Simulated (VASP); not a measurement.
# Al (Fm-3m) in VASP: settings compared, part 3 of 3

VASP 6.6.1. The steps go on from the part before.

## (4) Single point, PBE

File INCAR:

```
SYSTEM = Al
PREC = Accurate
ENCUT = 520
EDIFF = 1E-6
ISMEAR = 0
SIGMA = 0.015
LREAL = .False.
LASPH = .True.
NELM = 100
ALGO = Normal
ISIF = 2
LWAVE = .False.
LCHARG = .False.
GGA = PE
```

File KPOINTS:

```
regular mesh
0
Gamma
  11 11 11
  0 0 0
```

File POSCAR:

```
Al
1.0
    0.0000000000      2.0248050000      2.0248050000
    2.0248050000      0.0000000000      2.0248050000
    2.0248050000      2.0248050000      0.0000000000
Al
1
Direct
    0.0000000000      0.0000000000      0.0000000000
```

Potentials or basis: VASP PAW PBE potentials, release 64 (Al).

Command:

```
cat potpaw_PBE.64/Al/POTCAR > POTCAR
mpirun -np 1 vasp_std > vasp.out
```

OUTCAR:

```text
SYSTEM = Al
   PREC = Accurate
   ENCUT = 520
   EDIFF = 1E-6
   ISMEAR = 0
   LREAL = .False.
   LASPH = .True.
   NELM = 100
   ISIF = 2
   GGA = PE

 ion  position               nearest neighbor table
   1  0.000  0.000  0.000-

  LATTYP: Found a face centered cubic cell.
 ALAT       =     4.0496100000

  Lattice vectors:

 A1 = (   0.0000000000,   2.0248050000,   2.0248050000)
 A2 = (   2.0248050000,   0.0000000000,   2.0248050000)
 A3 = (   2.0248050000,   2.0248050000,   0.0000000000)

Analysis of symmetry for initial positions (statically):
=====================================================================
 Subroutine PRICEL returns:
 Original cell was already a primitive cell.

 Routine SETGRP: Setting up the symmetry group for a
 face centered cubic supercell.

 Subroutine GETGRP returns: Found 48 space group operations
 (whereof 48 operations were pure point group operations)
 out of a pool of 48 trial point group operations.

The static configuration has the point symmetry O_h .

Analysis of symmetry for dynamics (positions and initial velocities):
=====================================================================
 Subroutine PRICEL returns:
 Original cell was already a primitive cell.

 Routine SETGRP: Setting up the symmetry group for a
 face centered cubic supercell.

 Subroutine GETGRP returns: Found 48 space group operations
 (whereof 48 operations were pure point group operations)
 out of a pool of 48 trial point group operations.

The dynamic configuration has the point symmetry O_h .

 Subroutine INISYM returns: Found 48 space group operations
 (whereof 48 operations are pure point group operations),
 and found     1 'primitive' translations

----------------------------------------------------------------------------------------

                                     Primitive cell

  volume of cell :      16.6027

  direct lattice vectors                    reciprocal lattice vectors
     0.000000000  2.024805000  2.024805000    -0.246937359  0.246937359  0.246937359
     2.024805000  0.000000000  2.024805000     0.246937359 -0.246937359  0.246937359
     2.024805000  2.024805000  0.000000000     0.246937359  0.246937359 -0.246937359

  length of vectors
     2.863506692  2.863506692  2.863506692     0.427708053  0.427708053  0.427708053

  position of ions in fractional coordinates (direct lattice)
     0.000000000  0.000000000  0.000000000

  ion indices of the primitive-cell ions
   primitive index   ion index
                 1           1

----------------------------------------------------------------------------------------

 KPOINTS: regular mesh

Automatic generation of k-mesh.
 Grid dimensions read from file:
 generate k-points for:   11   11   11

 Generating k-lattice:

  Cartesian coordinates                     Fractional coordinates (reciprocal lattice)
    -0.022448851  0.022448851  0.022448851     0.090909091  0.000000000  0.000000000
     0.022448851 -0.022448851  0.022448851     0.000000000  0.090909091  0.000000000
     0.022448851  0.022448851 -0.022448851     0.000000000  0.000000000  0.090909091

  Length of vectors
     0.038882550  0.038882550  0.038882550

  Shift w.r.t. Gamma in fractional coordinates (k-lattice)
     0.000000000  0.000000000  0.000000000

 Subroutine IBZKPT returns following result:
 ===========================================

 Found     56 irreducible k-points:

 Following reciprocal coordinates:
            Coordinates               Weight
  0.000000  0.000000  0.000000      1.000000
  0.090909  0.000000  0.000000      8.000000
  0.181818  0.000000  0.000000      8.000000
  0.272727  0.000000  0.000000      8.000000
  0.363636  0.000000  0.000000      8.000000
  0.454545  0.000000  0.000000      8.000000
[... 16 lines left out ...]
 -0.272727  0.181818  0.000000     24.000000
 -0.181818  0.181818  0.000000     12.000000
 [... further k-points ...]
   k-points           NKPTS =     56   k-points in BZ     NKDIM =     56   number of bands    NBANDS=      5
   number of dos      NEDOS =    301   number of ions     NIONS =      1
   total plane-waves  NPLWV =  13824
   dimension x,y,z NGX =    24 NGY =   24 NGZ =   24
   dimension x,y,z NGXF=    48 NGYF=   48 NGZF=   48
   ions per type =               1
   NGX,Y,Z   is equivalent  to a cutoff of  13.93, 13.93, 13.93 a.u.
   NGXF,Y,Z  is equivalent  to a cutoff of  27.87, 27.87, 27.87 a.u.
 SYSTEM =  Al
   PREC   = accura    normal or accurate (medium, high low for compatibility)
   ISTART =      0    job   : 0-new  1-cont  2-samecut
   ICHARG =      2    charge: 1-file 2-atom 10-const
   ISPIN  =      1    spin polarized calculation?
   LNONCOLLINEAR =      F non collinear calculations
   LSORBIT =      F    spin-orbit coupling
   LASPH  =      T    aspherical Exc in radial PAW
   ENCUT  =  520.0 eV  38.22 Ry    6.18 a.u.   5.32  5.32  5.32*2*pi/ulx,y,z
   NELM   =    100;   NELMIN=  2; NELMDL= -5     # of ELM steps
   EDIFF  = 0.1E-05   stopping-criterion for ELM
[... 8 lines left out ...]
   TEBEG  =    0.0;   TEEND  =   0.0 temperature during run
   PSTRESS=    0.0 pullay stress
   NELECT =       3.0000    total number of electrons
   NUPDOWN=      -1.0000    fix difference up-down
   EMIN   =  10.00;   EMAX   =-10.00  energy-range for DOS
   EFERMI =   0.00;   METHOD = LEGACY
   ISMEAR =     0;   SIGMA  =   0.01  broadening in eV -4-tet -1-fermi 0-gaus
   EFERMI_NEDOS =   21; number of points for ismear=-14 and -15
   IALGO  =     38    algorithm
   IMIX   =      4    mixing-type and parameters
     AMIX     =   0.40;   BMIX     =  1.00
     AMIX_MAG =   1.60;   BMIX_MAG =  1.00
  volume/ion in A,a.u.               =      16.60       112.04
  Fermi-wavevector in a.u.,A,eV,Ry     =   0.925526  1.748991 11.654733  0.856599
  Thomas-Fermi vector in A             =   2.051390
   LORBIT       =      0    0 simple, 1 ext, 2 COOP (PROOUT), +10 PAW based schemes
   GGA     = PE    functional components
   LHFCALC =     F    Hartree Fock is set to
   AEXX    =    0.0000 exact exchange contribution
   IVDW    =     0    specifies the selected vdW correction
   LEPSILON=     F    determine dielectric tensor
   LRPA    =     F    only Hartree local field effects (RPA)
 non-spin polarized calculation
 Gauss-broadening in eV      SIGMA  =   0.01
  energy-cutoff  :      520.00
  volume of cell :       16.60
 maximum number of plane-waves:       459
 NGX is ok and might be reduce to    24
   NGX = 11   NGY = 11   NGZ = 11

 number of electron       3.0000000 magnetization

 Free energy of the ion-electron system (eV)
  ---------------------------------------------------
  ext. energy  EPLUGINS =         0.00000000
  ---------------------------------------------------
  free energy    TOTEN  =        -3.75260559 eV

  energy without entropy =       -3.75236255  energy(sigma->0) =       -3.75248407

 E-fermi :   7.9584     XC(G=0): -10.1746

 val. band max:        7.9411849768   @ k =  -0.4545   0.3636   0.0000
 cond. band min:       7.9680439188   @ k =   0.4545   0.1818   0.0909
 fundamental gap:      0.0268589420
 Fermi energy:         7.9584261365

 k-point     1 :       0.0000    0.0000    0.0000
  band No.  band energies     occupation
      1      -3.1566      2.00000
      2      20.5197      0.00000
      3      20.5197      0.00000
      4      20.5197      0.00000
      5      21.9647      0.00000

 k-point     2 :       0.0909    0.0000    0.0000
  band No.  band energies     occupation
      1      -2.9329      2.00000
      2      17.5987      0.00000
      3      19.8714      0.00000
      4      19.8714      0.00000
      5      22.6424      0.00000

 k-point     3 :       0.1818    0.0000    0.0000
  band No.  band energies     occupation
      1      -2.2640      2.00000
      2      13.9562      0.00000
      3      19.1379      0.00000
      4      19.1379      0.00000
      5      22.4110      0.00000
[... 153 lines left out ...]
 k-point    23 :      -0.2727    0.1818    0.0000
  band No.  band energies     occupation
      1       0.5987      2.00000
      2       9.0784      0.00000
      3      12.4609      0.00000
      4      18.1722      0.00000
      5      20.1506      0.00000

 k-point    24 :      -0.1818    0.1818    0.0000
  band No.  band energies     occupation
      1      -0.7888      2.00000
      2      11.7509      0.00000
      3      13.1864      0.00000
      4      19.7503      0.00000
      5      21.7725      0.00000

 [... further k-points ...]

------------------------ aborting loop because EDIFF is reached ----------------------------------------

  FORCE on cell =-STRESS in cart. coord.  units (eV):
  Direction    XX          YY          ZZ          XY          YZ          ZX
  --------------------------------------------------------------------------------------
  -------------------------------------------------------------------------------------
  Total       -0.0566264     -0.0566264     -0.0566264     -0.0000000      0.0000000     -0.0000000
  in kB       -5.4644970     -5.4644970     -5.4644970     -0.0000000      0.0000000     -0.0000000
  external PRESSURE =      -5.4644970 kB  Pullay stress =       0.0000000 kB

 VOLUME and BASIS-vectors are now :
 -----------------------------------------------------------------------------
  energy-cutoff  :      520.00
  volume of cell :       16.60
      direct lattice vectors                 reciprocal lattice vectors
     0.000000000  2.024805000  2.024805000    -0.246937359  0.246937359  0.246937359
     2.024805000  0.000000000  2.024805000     0.246937359 -0.246937359  0.246937359
     2.024805000  2.024805000  0.000000000     0.246937359  0.246937359 -0.246937359

 POSITION                                       TOTAL-FORCE (eV/Angst)
 -----------------------------------------------------------------------------------
      0.00000      0.00000      0.00000         0.000000      0.000000      0.000000
 -----------------------------------------------------------------------------------
    total drift:                               -0.000000      0.000000      0.000000

  FREE ENERGIE OF THE ION-ELECTRON SYSTEM (eV)
  ---------------------------------------------------
  free  energy   TOTEN  =        -3.7526055863 eV

  energy  without entropy=       -3.7523625513  energy(sigma->0) =       -3.75248407
```

OSZICAR:

```text
N       E                     dE             d eps       ncg     rms          rms(c)
DAV:   1    -0.171587100367E+01   -0.17159E+01   -0.84645E+02   590   0.323E+02
DAV:   2    -0.375135314046E+01   -0.20355E+01   -0.18415E+01   750   0.294E+01
DAV:   3    -0.377512518318E+01   -0.23772E-01   -0.23706E-01   730   0.355E+00
DAV:   4    -0.377519435822E+01   -0.69175E-04   -0.69175E-04   745   0.212E-01
DAV:   5    -0.377519481649E+01   -0.45827E-06   -0.45876E-06   750   0.144E-02    0.129E+00
DAV:   6    -0.376211543971E+01    0.13079E-01   -0.17188E-03   695   0.314E-01    0.749E-01
DAV:   7    -0.375261222886E+01    0.95032E-02   -0.51534E-03   665   0.508E-01    0.145E-01
DAV:   8    -0.375260754329E+01    0.46856E-05   -0.23673E-05   735   0.518E-02    0.809E-03
DAV:   9    -0.375260599893E+01    0.15444E-05   -0.94338E-07   590   0.677E-03    0.112E-03
DAV:  10    -0.375260558628E+01    0.41265E-06   -0.59082E-09   375   0.803E-04
   1 F= -.37526056E+01 E0= -.37524841E+01  d E =-.243035E-03
```

stdout:

```text
POSCAR found type information on POSCAR Al
 POSCAR found :  1 types and       1 ions
 scaLAPACK will be used
 LDA part: xc-table for (Slater+PW92), standard interpolation
 POSCAR, INCAR and KPOINTS ok, starting setup
 FFT: planning ... GRIDC
 FFT: planning ... GRID_SOFT
 FFT: planning ... GRID
 WAVECAR not read
 entering main loop
```

Wall time 2.8 s (1 thread of Intel Xeon 6975P-C (Granite Rapids), shared host); peak memory 0.12 GiB.

Results:

| Quantity | Value |
| --- | --- |
| Free energy | -3.7526 eV |
| Pressure | -0.5 GPa |
| Band gap on the k mesh | none (metal or under the smearing width) |

## (5) Relaxation of cell and atoms, PBEsol0

POSCAR is that of step 4.

File INCAR.step1:

```
SYSTEM = Al
PREC = Accurate
ENCUT = 600
EDIFF = 1E-5
ISMEAR = -1
SIGMA = 0.05
LREAL = .False.
LASPH = .True.
NELM = 100
ALGO = Normal
LWAVE = .True.
LCHARG = .False.
GGA = PE
```

File INCAR.step2:

```
SYSTEM = Al
PREC = Accurate
ENCUT = 600
EDIFF = 1E-7
ISMEAR = -1
SIGMA = 0.05
LREAL = .False.
LASPH = .True.
NELM = 100
ALGO = Normal
ISIF = 3
LWAVE = .False.
LCHARG = .False.
GGA = PS
LHFCALC = .True.
AEXX = 0.25
PRECFOCK = Fast
IBRION = 2
NSW = 40
EDIFFG = -0.02
ISTART = 1
```

File KPOINTS:

```
regular mesh
0
Gamma
  6 6 6
  0 0 0
```

Command:

```
cat potpaw_PBE.64/Al/POTCAR > POTCAR
cp INCAR.step1 INCAR
mpirun -np 1 vasp_std > vasp.out
cp INCAR.step2 INCAR
mpirun -np 1 vasp_std > vasp.out
```

It took 56 s on 1 thread of Intel Xeon 6975P-C (Granite Rapids), shared host; peak memory 0.14 GiB.

The run converged. Its results:

* Free energy: -4.7024 eV
* Relaxed volume: 16.19 Å³/atom
* Relaxed cell: a = 2.840 Å, b = 2.840 Å, c = 2.840 Å, α = 60.00°, β = 60.00°, γ = 60.00°
* Space group after relaxing (to 0.05 Å): Fm-3m (No. 225)
* Energy gained by relaxing: 2.7 meV/atom
* Ionic steps: 3
* Pressure after relaxing: 0.0 GPa
* Band gap on the k mesh: none (metal or under the smearing width)

The path:
```tsv
step	energy change (eV)	largest force (eV/Å)	pressure (GPa)	volume (Å³)
1	0.0000	0.0000	-2.05	16.60
2	-0.0026	0.0000	0.51	16.10
3	-0.0027	0.0000	0.01	16.19
```

Final structure:
```cif
data_structure
_symmetry_space_group_name_H-M 'P 1'
_symmetry_Int_Tables_number 1
_cell_length_a 2.8396
_cell_length_b 2.8396
_cell_length_c 2.8396
_cell_angle_alpha 60.000
_cell_angle_beta 60.000
_cell_angle_gamma 60.000
_cell_volume 16.19
loop_
_atom_site_label
_atom_site_type_symbol
_atom_site_fract_x
_atom_site_fract_y
_atom_site_fract_z
_atom_site_occupancy
Al1 Al 0.00000 0.00000 0.00000 1
```

Levels at points of the mesh, in eV from the Fermi level:
| k point | band 1 | band 2 | band 3 | band 4 |
| --- | --- | --- | --- | --- |
| (0.00, 0.00, 0.00) | -13.86 | 13.63 | 13.63 | 13.63 |
| (0.50, 0.00, 0.00) | -6.35 | -6.02 | 12.37 | 12.45 |
| (0.50, 0.50, 0.00) | -4.37 | -2.65 | 5.71 | 6.17 |

Caveat: the k mesh is coarse (spacing up to 0.45 Å⁻¹), so the values aren't converged, least of all with exact exchange; the PAW data sets were made with another functional, which shifts forces and pressure a little.

## (6) Overview

| task | level | cell | k mesh | cutoff (eV) | smearing | grid for exact exchange (PRECFOCK) | exchange at q = 0 | mesh quality | gap on the mesh (eV) | pressure (GPa) | relaxed volume (Å³/atom) |
| --- | --- | --- | --- | --- | --- | --- | --- | --- | --- | --- | --- |
| single point | PBE | as given | 11 × 11 × 11 | 520 | gaussian 0.019 eV | - | - | not flagged | none | -0.5 | - |
| relaxation of cell and atoms | HSEsol | relaxed | 6 × 6 × 6 | 600 | fermi-dirac 0.05 eV | Fast | - | coarse | none | 0.0 | 16.19 |
| single point | PBE | as given | 11 × 11 × 11 | 520 | gaussian 0.015 eV | - | - | not flagged | none | -0.5 | - |
| relaxation of cell and atoms | PBEsol0 | relaxed | 6 × 6 × 6 | 600 | fermi-dirac 0.05 eV | Fast | default | coarse | none | 0.0 | 16.19 |

Alike in all rows: potentials or basis VASP PAW PBE potentials, release 64 (Al); no spin polarisation.

Caveats: some runs use coarse meshes; the PAW data sets were made with another functional, which shifts forces and pressure a little (some runs).

Absolute energies hang on the potentials; compare differences alone.
